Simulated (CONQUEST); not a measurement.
SnTe under changes of volume

One of the cells (31.281 Å³/atom); the others are scaled copies at fixed shape and fractional positions:

```
Te Sn
1.0
     4.45597    0.00000    0.00000
     0.00000    4.45597    0.00000
     0.00000    0.00000    6.30170
Te Sn
2 2
Direct
  0.00000 0.00000 0.50000
  0.50000 0.50000 0.00000
  0.00000 0.00000 0.00000
  0.50000 0.50000 0.50000
```

* Program: CONQUEST 1.3
* Functional: PBEsol
* Potentials or basis: PseudoDojo NC PBEsol, DZP, grid of 48 × 48 × 60 points
* k mesh: 6 × 6 × 4
* Occupations: fermi-dirac, width 0.05 eV
* Spin: no spin polarisation

```csv
volume (Å³/atom),energy over the lowest point (meV/atom),pressure (GPa)
29.404,19.04,3.5
30.030,7.79,2.2
30.656,?,?
31.281,0.00,0.2
31.907,1.32,-0.8
32.532,5.82,-1.5
33.158,13.55,-2.4
```

**Question.** What does the run at 30.656 Å³/atom give?

**Answer.** Energy over the lowest point 1.91 meV/atom; pressure 0.9 GPa.

Worked out: A Birch-Murnaghan fit of order 3 (a polynomial in V^(-2/3)) to the other rows has its minimum at 31.31 Å³/atom with B0 = V·E''(V) = 46 GPa and B' = 6.1. It gives 1.79 meV/atom at 30.656 Å³/atom, against the run's 1.91, and -dE/dV = 1.0 GPa, against 0.9.

Energies are extrapolated to zero smearing.

Caveats: the basis of atomic orbitals isn't converged, which shifts pressures, moduli and gaps; the real-space grid breaks the cell's symmetry a little (some runs).
